Kohn-Sham levels of SiC (space group F-43m, two-atom cell) at points of a 6×6×6 k mesh, counted from the valence top. ABINIT 10.8.3, PBEsol without spin polarisation or spin-orbit coupling, JTH PAW PBE v2.0 datasets, plane-wave cutoff 544 eV, Fermi-Dirac occupations with a width of 0.05 eV.

| point a (reciprocal cell vector) | point b (reciprocal cell vector) | point c (reciprocal cell vector) | level under 4 (eV) | level under 3 (eV) | level under 2 (eV) | level under 1 (eV) | level over 1 (eV) | level over 2 (eV) |
| --- | --- | --- | --- | --- | --- | --- | --- | --- |
| 0.0000 | 0.0000 | 0.0000 | -15.454 | 0.000 | 0.000 | 0.000 | 6.138 | 7.206 |
| -0.3333 | 0.1667 | 0.0000 | -12.295 | -6.993 | -3.250 | -1.174 | 5.608 | 7.647 |
| -0.1667 | 0.1667 | 0.0000 | -14.033 | -3.939 | -2.482 | -0.386 | 6.966 | 7.490 |
| 0.5000 | 0.3333 | 0.0000 | -11.088 | -6.896 | -4.416 | -2.822 | 2.617 | 6.116 |
| -0.3333 | 0.3333 | 0.0000 | -10.773 | -7.098 | -5.721 | -2.210 | 3.717 | 9.111 |
| 0.5000 | 0.5000 | 0.0000 | -10.382 | -7.867 | -3.235 | -3.235 | 1.234 | 4.196 |
| -0.3333 | 0.5000 | 0.1667 | -10.206 | -7.350 | -4.580 | -4.463 | 3.911 | 6.999 |

Each row is one electron wave vector k in the same silicon carbide crystal, given by its three components along the reciprocal cell vectors. Γ is the point (0, 0, 0) and X is (0.5, 0.5, 0). "Level under 1" is the highest filled level at that point and "level over 1" the lowest empty one, counted from the top of the valence bands. That top lies at Γ, while the lowest empty level lies at X, only 1.23 eV higher. The gap is therefore indirect: an electron that crosses it must also change its wave vector, which is why the crystal absorbs light only weakly just above its gap.

Distance from Γ doesn't explain where the empty valley lies. The deepest level, "level under 4", does rise steadily with that distance, but the first empty level doesn't follow it. It is 6.14 eV at Γ, 1.23 eV at X, and back up at 3.91 eV in the last row, which lies slightly farther out than X.

A simpler system helps: free electrons in a crystal whose potential has been switched off. A state at k can contain only plane waves with wave vectors k + G, where G is any vector of the reciprocal lattice. The kinetic energy of each wave is proportional to |k + G|². Sorted upwards, these energies are the free-electron levels. Eight valence electrons fill four bands, so the fourth wave stands for the valence top and the fifth for the first empty level.

Γ and X differ sharply in this list. In units of 2π/a, with a the cubic cell edge, Γ has one wave of zero length and then eight with |k + G|² = 3. X has two waves with |k + G|² = 1 and four with 2. The fourth and fifth waves thus cost three units of kinetic energy at Γ but only two at X. This favours a high valence top at Γ and a low empty valley at X, as the table shows.

The valley can be estimated by hand. One unit, ħ²(2π/a)²/2m, is 7.92 eV for this crystal, so the fifth wave at X has 2 × 7.92 ≈ 15.8 eV. Counted from the deepest level at Γ, −15.45 eV, this puts the first empty level at about 0.4 eV, against 1.23 eV in the full calculation. The level at X was not used to set the estimate, but the agreement there is better than usual: over the seven rows the typical miss is 1.6 eV.

The picture fails for the gap itself. Free electrons would make this crystal a metal, because their fourth level at Γ lies well above their fifth at X. In six of the seven rows the fourth and fifth waves even have equal energy, so in this picture the direct gap there must come from the crystal potential. The potential mixes such waves into combinations that gather charge in the Si–C bonds, which are lowered and filled, and others that avoid the bonds, which stay empty. This is the usual bonding and antibonding pair, described in terms of waves.

The last row is the exception. Its fourth wave is still short and its fifth much longer, with a kinetic step of 10.6 eV between them. A wide separation is thus present before the potential acts. Accordingly, this row has the lowest "level under 1", −4.46 eV, and the widest direct gap, 8.37 eV. The same reasoning covers the high second empty level of 9.11 eV at (−0.3333, 0.3333, 0), where the sixth wave is the most energetic of all rows.

Wave counting gives the order of the rows well, but not perfectly. The first empty level at Γ lies below that at the nearby point (−0.1667, 0.1667, 0), although the fifth wave is slightly more energetic at Γ. A likely reason, not tested separately here, is that eight equal waves meet at Γ and the potential spreads them widely. The last row, too, has a lower first empty level than the second row, in spite of a more energetic fifth wave. In the last row the fifth and sixth waves have equal energy, and the two empty levels are split by 3.09 eV, so the first empty level is the lowered member of a pair. The analysis printed below compares all six levels with their waves.

The two kinds of atom also leave their mark on the valley. If both sites held the same element, symmetry would make the two lowest empty levels at X coincide. Silicon and carbon attract electrons differently, and the pair is split by 2.96 eV. The valley is the lower member of that pair.

The position of the valley is more trustworthy than its height. The measured gap is roughly 2.4 eV, about twice the computed one. Γ and X, where the band edges of this crystal are known to lie, are both on the k mesh, so a missed edge is not to blame; semilocal functionals such as the one used here are known to give gaps that are too small. For another k point of this crystal, one can list the shortest k + G and look at the fifth: a short one suggests a low first empty level. A long one is a weaker sign, since at Γ and in the last row the level lies well below its free-electron value. Nor does the count settle the valley in every crystal of this structure: it is the same for gallium arsenide, whose lowest empty level lies at Γ.

Numerical output:

```
Kinetic energies of the six lowest plane waves in eV:
      row  wave 1  wave 2  wave 3  wave 4  wave 5  wave 6
      0.0       0   23.75   23.75   23.75   23.75   23.75
  -0.3333   4.179   9.457   14.74   20.01   20.01   25.29
  -0.1667   1.759   14.96   14.96   22.87   22.87   25.51
      0.5   5.938   11.22   11.22   16.49   16.49   21.77
  -0.3333   7.038   9.677   9.677   17.59   17.59   28.15
      0.5   7.917   7.917   15.83   15.83   15.83   15.83
  -0.3333   8.797   8.797   11.44   11.44   21.99   21.99
Free-electron level less computed level in eV and computed direct gap in eV:
      row  under 4  under 3   under 2  under 1  over 1  over 2  direct gap
      0.0        0    8.298     8.298    8.298    2.16   1.092       6.138
  -0.3333     1.02    0.996     2.531    5.734  -1.048   2.191       6.782
  -0.1667   0.3384     3.44     1.983    7.805  0.4527   2.568       7.352
      0.5    1.572    2.658    0.1784    3.863  -1.576  0.2031       5.439
  -0.3333    2.357    1.321  -0.05607     4.35  -1.577   3.586       5.927
      0.5    2.845   0.3305     3.616    3.616  -0.853  -3.815       4.469
  -0.3333    3.549   0.6932    0.5624   0.4454   2.628   -0.46       8.374
Kinetic energy of the lowest plane wave at X in eV: 7.917
Rank correlation of level under 4 with wave 1: 1
Rank correlation of level under 3 with wave 2: 0.9643
Rank correlation of level under 2 with wave 3: 0.9286
Rank correlation of level under 1 with wave 4: 1
Rank correlation of level over 1 with wave 5: 0.9286
Rank correlation of level over 2 with wave 6: 0.9643
Rival, rank correlation of level over 1 with distance from Gamma: -0.7143
Rms miss of the free-electron valence top in eV: 5.474
Rms miss of the free-electron first empty level in eV: 1.629
Rms miss of the free-electron second empty level in eV: 2.398
First empty level, Gamma less X in eV: 4.904
Rise of the lowest level from Gamma to X in eV: 5.072
The same rise in percent of the free-electron rise: 64.06
Splitting of the two lowest levels at X in eV: 2.515
Splitting of the two empty levels at X in eV: 2.962
Splitting of the two lowest levels in the last row in eV: 2.856
Splitting of the two upper valence levels in the last row in eV: 0.117
Splitting of the two empty levels in the last row in eV: 3.088
Kinetic step from wave 4 to wave 5 in the last row in eV: 10.56
```
